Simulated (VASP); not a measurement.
Wanted: the native input for a VASP 6.6.1 run.

```
Task                   : single point
Functional             : PBE
Potentials or basis    : VASP PAW PBE potentials, release 64 (O, Ca_sv, H)
Cutoff                 : 520 eV
k mesh                 : 9 × 9 × 1
Occupations            : gaussian, width 0.05 eV
Spin                   : collinear spin, typed start
Starting moments       : [0.0, 0.0, 0.0, 0.0, 1.0] μB
Dipole correction      : yes
Further INCAR settings : ALGO = Fast; EDIFF = 1e-06; NBANDS = 28
```

The structure of Ca2HO2 lies in POSCAR:

```
Ca2HO2
1.0
    3.4159757625      0.0000000000      0.0000000000
   -1.7079878813      2.9583217891      0.0000000000
    0.0000000000      0.0000000000     19.7917418578
O Ca H
2 2 1
Direct
    0.3333333333      0.6666666667      0.2021044953
    0.0000000000      0.0000000000      0.3683882791
    0.6666666667      0.3333333333      0.2725665231
    0.3333333333      0.6666666667      0.4189495759
    0.8333333333      1.0000000000      0.4973743804
```

The cell isn't the ideal one: H over (3/6, 2/6) of the surface cell, its height relaxed.

The input as run:

INCAR

```
ALGO = Fast
DIPOL = 0.5 0.5 0.352
EDIFF = 1E-6
ENCUT = 520
GGA = PE
IDIPOL = 3
ISIF = 2
ISMEAR = 0
ISPIN = 2
LASPH = T
LCHARG = T
LDIPOL = T
LELF = T
LORBIT = 11
LREAL = F
LVACPOTAV = T
LVHAR = T
LWAVE = F
MAGMOM = 0 0 0 0 1
NBANDS = 28
NELM = 150
PREC = Accurate
SIGMA = 0.05
```

KPOINTS

```
k-points
0
Gamma
  9 9 1
```

Potentials or basis: VASP PAW PBE potentials, release 64 (O, Ca_sv, H).

Launch:

```bash
$ cat potpaw_PBE.64/O/POTCAR potpaw_PBE.64/Ca_sv/POTCAR potpaw_PBE.64/H/POTCAR > POTCAR
$ mpirun -np 1 vasp_std > vasp.out
```

Results of the run:

```json
{"Largest force": "2.590 eV/Å", "Band gap on the k mesh": "none (metal or under the smearing width)", "Net moment": "0.33 μB per cell", "Site moments": "O +0.00, +0.03; Ca -0.00, +0.01; H +0.12 μB", "Valence electrons inside the program's atomic spheres": "O 4.79, 5.00; Ca 8.15, 8.27; H 0.48", "Work function of the upper face": "6.74 eV", "Work function of the lower face": "9.44 eV"}
```

It took 23 min on 1 thread of Intel(R) Xeon(R) 6975P-C (Granite Rapids), on a shared host, peak memory 0.66 GiB.
